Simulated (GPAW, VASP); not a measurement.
Given: the input of a run of VASP 6.6.1 on SnO. The cell is a database's computed one, not the measured one.

INCAR

```
PREC     = Accurate       # precision mode
ENCUT    = 520            # plane-wave cutoff, eV
EDIFF    = 1E-7           # SCF threshold, eV
ISMEAR   = 0              # smearing method
SIGMA    = 0.013000000000000001 # smearing width, eV
LREAL    = F              # projectors in reciprocal space
LASPH    = T              # aspherical terms in the spheres
NELM     = 80             # most SCF steps
ALGO     = Normal         # electronic algorithm
ISIF     = 2              # what is computed and relaxed
LWAVE    = F              # write WAVECAR
LCHARG   = F              # write CHGCAR
GGA      = PE             # functional
```

KPOINTS

```
regular mesh
0
Gamma
  7 7 6
```

The input POSCAR:

```
SnO
1.0
    3.8136952200      0.0000000000      0.0000000000
    0.0000000000      3.8136952200      0.0000000000
    0.0000000000      0.0000000000      4.8869133000
Sn O
2 2
Direct
    0.5000000000      0.0000000000      0.7646261400
    0.0000000000      0.5000000000      0.2353738600
    0.0000000000      0.0000000000      0.0000000000
    0.5000000000      0.5000000000      0.0000000000
```

Potentials or basis: VASP PAW PBE potentials, release 64 (Sn_d, O).

Run with:

```console
$ cat potpaw_PBE.64/Sn_d/POTCAR potpaw_PBE.64/O/POTCAR > POTCAR
$ mpirun -np 1 vasp_std > vasp.out
```

Problem. Set up the same calculation for GPAW 26.7.0 (ASE script). Potentials or basis there: GPAW PAW data sets (gpaw-data 1.2.1), cutoff 800 eV.

Solution. As run (cutoffs and basis follow the program's own potentials, and thresholds, step limits or extra output files can differ):

The input run.py:

```python
from ase import Atoms
from ase.dft.bandgap import bandgap
from ase.io import write
from ase.units import GPa
from gpaw import GPAW, PW

atoms = Atoms(['Sn', 'Sn', 'O', 'O'],
              cell=[[3.81369522, 0.0, 0.0],
                    [0.0, 3.81369522, 0.0],
                    [0.0, 0.0, 4.8869133]],
              scaled_positions=[[0.5, 0.0, 0.76462614],
                                [0.0, 0.5, 0.23537386],
                                [0.0, 0.0, 0.0],
                                [0.5, 0.5, 0.0]],
              pbc=True)

calc = GPAW(mode=PW(800),
            xc='PBE',
            kpts={'size': (7, 7, 6), 'gamma': True},
            occupations={'name': 'methfessel-paxton', 'order': 0, 'width': 0.013000000000000001},
            nbands=33,
            convergence={'density': 1e-05, 'energy': 1e-05},
            maxiter=150,
            txt='gpaw.txt')
atoms.calc = calc
energy = atoms.get_potential_energy()
forces = atoms.get_forces()
stress = atoms.get_stress()
calc.write('gs.gpw')
write('result.traj', atoms)
print(f'Energy: {energy:.6f} eV')
print('Forces (eV/A):')
print(forces.round(4))
print('Stress (GPa):', (stress / GPa).round(3))
print('Fermi level:', round(calc.get_fermi_level(), 4), 'eV')
print(f'Gap: {bandgap(calc)[0]:.4f} eV, direct: {bandgap(calc, direct=True)[0]:.4f} eV')
```

Potentials or basis: GPAW PAW data sets (gpaw-data 1.2.1), pw.

Launch:

```console
$ OMP_NUM_THREADS=1 python run.py
```

Both were run:

|  | VASP | GPAW |
| --- | --- | --- |
| Pressure | 3.8 GPa | 2.8 GPa |

Pressure is positive in compression.
